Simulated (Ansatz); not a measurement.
A relaxation computed with Ansatz, from input to last step.

```yaml
crystal:
  lattice:
    - [4.6310012817, 0.0, 0.0]
    - [-2.3155006408, 4.0105647549, 0.0]
    - [0.0, 0.0, 18.9058930451]
  atoms:
    - { symbol: K, position: [0.0, 0.0, 0.0] }
    - { symbol: Br, position: [0.6666666667, 0.3333333333, 0.1] }
    - { symbol: K, position: [0.3333333333, 0.6666666667, 0.2] }
    - { symbol: Br, position: [0.0, 0.0, 0.3] }
    - { symbol: K, position: [0.6666666667, 0.3333333333, 0.4] }
    - { symbol: Br, position: [0.3333333333, 0.6666666667, 0.5] }
    - { symbol: K, position: [0.0, 0.0, 0.6] }
    - { symbol: Br, position: [0.6666666667, 0.3333333333, 0.7] }
    - { symbol: K, position: [0.3333333333, 0.6666666667, 0.8] }
    - { symbol: Br, position: [0.6666666667, 0.3333333333, 0.9] }
basis:
  ecutwfc: 420
kpoints:
  mp_grid: { grid: [6, 6, 2] }
hamiltonian:
  xc: pbesol
scf:
  occupations: { method: gaussian, width: 0.02 }
output:
  forces: true
  stress: true
  eigenvalues: true
  populations: true
  write_density: true
  write_potential: true
  elf: true
  volumetric_format: npy
relax:
  adjacent_minimum: "off"
  f_tol: 0.01
  max_steps: 45
  cell: { stress_tol: 0.05 }
```

```bash
ansatz run input.yaml --threads 1 --pin off --max-ram 2560MiB --backend cpu --events-out ev --progress --plain --runs-dir out
```

The calculation used DFT PBEsol, scalar-relativistic, plane waves, PAW in Ansatz.

Of 5 frames 5 are shown, positions in Å and forces in eV/Å; the SCF threshold varies from step to step. Steps run on the plane waves of an earlier cell, with a Pulay correction in the pressure. The basis is chosen afresh for the last frame, the zero of the energies, and can be on the way; energy and pressure step there, also at an unchanged geometry.

```xyz
10
Lattice="4.6310 0.0000 0.0000 -2.3155 4.0106 0.0000 0.0000 0.0000 18.9059" Properties=species:S:1:pos:R:3:forces:R:3 pbc="T T T" step=1 free_energy_over_end_meV_per_atom=3.87 pressure_GPa=0.13
K     0.0000    0.0000    0.0000    0.0000    0.0000    0.0220
Br    2.3155    1.3369    1.8906    0.0000    0.0000    0.1430
K     0.0000    2.6737    3.7812    0.0000    0.0000    0.0220
Br    0.0000    0.0000    5.6718    0.0000    0.0000   -0.0010
K     2.3155    1.3369    7.5624    0.0000    0.0000    0.0000
Br    0.0000    2.6737    9.4529    0.0000    0.0000    0.0010
K     0.0000    0.0000   11.3435    0.0000    0.0000   -0.0220
Br    2.3155    1.3369   13.2341    0.0000    0.0000   -0.1430
K     0.0000    2.6737   15.1247    0.0000    0.0000   -0.0220
Br    2.3155    1.3369   17.0153    0.0000    0.0000    0.0000
10
Lattice="4.6042 0.0000 0.0000 -2.3021 3.9874 0.0000 0.0000 0.0000 19.1598" Properties=species:S:1:pos:R:3:forces:R:3 pbc="T T T" step=2 free_energy_over_end_meV_per_atom=0.72 pressure_GPa=0.06
K     0.0000    0.0000    0.0427    0.0000    0.0000   -0.0060
Br    2.3021    1.3291    1.9892    0.0000    0.0000    0.0430
K     0.0000    2.6582    3.8875    0.0000    0.0000   -0.0040
Br    0.0000    0.0000    5.7746    0.0000    0.0000    0.0030
K     2.3021    1.3291    7.6639    0.0000    0.0000    0.0000
Br    0.0000    2.6582    9.5533    0.0000    0.0000   -0.0030
K     0.0000    0.0000   11.4403    0.0000    0.0000    0.0040
Br    2.3021    1.3291   13.3386    0.0000    0.0000   -0.0430
K     0.0000    2.6582   15.2852    0.0000    0.0000    0.0060
Br    2.3021    1.3291   17.2439    0.0000    0.0000    0.0000
10
Lattice="4.5793 0.0000 0.0000 -2.2897 3.9658 0.0000 0.0000 0.0000 19.4034" Properties=species:S:1:pos:R:3:forces:R:3 pbc="T T T" step=3 free_energy_over_end_meV_per_atom=0.04 pressure_GPa=0.01
K     0.0000    0.0000    0.0506    0.0000    0.0000   -0.0010
Br    2.2897    1.3219    2.0357    0.0000    0.0000   -0.0050
K     0.0000    2.6439    3.9485    0.0000    0.0000   -0.0020
Br    0.0000    0.0000    5.8551    0.0000    0.0000    0.0000
K     2.2897    1.3219    7.7614    0.0000    0.0000    0.0000
Br    0.0000    2.6439    9.6676    0.0000    0.0000    0.0000
K     0.0000    0.0000   11.5742    0.0000    0.0000    0.0020
Br    2.2897    1.3219   13.4870    0.0000    0.0000    0.0050
K     0.0000    2.6439   15.4721    0.0000    0.0000    0.0010
Br    2.2897    1.3219   17.4631    0.0000    0.0000    0.0000
10
Lattice="4.5723 0.0000 0.0000 -2.2861 3.9597 0.0000 0.0000 0.0000 19.4720" Properties=species:S:1:pos:R:3:forces:R:3 pbc="T T T" step=4 free_energy_over_end_meV_per_atom=0.00 pressure_GPa=0.00
K     0.0000    0.0000    0.0464    0.0000    0.0000   -0.0010
Br    2.2861    1.3199    2.0343    0.0000    0.0000    0.0000
K     0.0000    2.6398    3.9565    0.0000    0.0000   -0.0010
Br    0.0000    0.0000    5.8728    0.0000    0.0000    0.0000
K     2.2861    1.3199    7.7888    0.0000    0.0000    0.0000
Br    0.0000    2.6398    9.7048    0.0000    0.0000    0.0000
K     0.0000    0.0000   11.6211    0.0000    0.0000    0.0010
Br    2.2861    1.3199   13.5433    0.0000    0.0000    0.0000
K     0.0000    2.6398   15.5312    0.0000    0.0000    0.0010
Br    2.2861    1.3199   17.5248    0.0000    0.0000    0.0000
10
Lattice="4.5723 0.0000 0.0000 -2.2861 3.9597 0.0000 0.0000 0.0000 19.4720" Properties=species:S:1:pos:R:3:forces:R:3 pbc="T T T" step=5 free_energy_over_end_meV_per_atom=0.00 pressure_GPa=0.00
K     0.0000    0.0000    0.0464    0.0000    0.0000   -0.0010
Br    2.2861    1.3199    2.0343    0.0000    0.0000    0.0000
K     0.0000    2.6398    3.9565    0.0000    0.0000   -0.0010
Br    0.0000    0.0000    5.8728    0.0000    0.0000    0.0000
K     2.2861    1.3199    7.7888    0.0000    0.0000    0.0000
Br    0.0000    2.6398    9.7048    0.0000    0.0000    0.0000
K     0.0000    0.0000   11.6211    0.0000    0.0000    0.0010
Br    2.2861    1.3199   13.5433    0.0000    0.0000    0.0000
K     0.0000    2.6398   15.5312    0.0000    0.0000    0.0010
Br    2.2861    1.3199   17.5248    0.0000    0.0000    0.0000
```

The run took 97 s on 1 thread of Arm Neoverse V2, with other jobs on the host, peak memory 0.59 GiB.